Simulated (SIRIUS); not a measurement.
## TiS2: equation of state with PBEsol

The system is TiS2.

```
Ti S
1.0
     3.41200    0.00000    0.00000
    -1.70600    2.95488    0.00000
     0.00000    0.00000    5.69500
Ti S
1 2
Direct
  0.00000 0.00000 0.00000
  0.66667 0.33333 0.75000
  0.33333 0.66667 0.25000
```

| Item | Value |
| --- | --- |
| Program | SIRIUS 7.12.0 |
| Task | equation of state |
| Functional | PBEsol |
| Potentials or basis | all-electron FP-LAPW |
| Cutoff | 206 eV |
| Basis | apw+lo standard |
| k mesh | 9 × 9 × 5 |
| Occupations | fermi-dirac, width 0.05 eV |
| Spin | no spin polarisation |

```yaml
Equilibrium_volume: 18.44 Å³/atom
Bulk_modulus_at_fixed_shape_and_positions: 104 GPa
Pressure_derivative_of_the_bulk_modulus: 4.0
```

Energy against volume, from the lowest point:
```csv
volume (Å³/atom),energy (meV/atom)
17.991,3.70
18.374,0.00
18.756,1.59
19.139,7.97
19.522,18.58
19.905,33.04
20.287,51.06
```

All runs of the series together: 21 min on 1 thread of Arm Neoverse V2, with other jobs on the host.

Caveat: the cell was scaled at fixed shape and fractional positions, which overstates the stiffness of a crystal with free parameters, most of all of layers and chains.
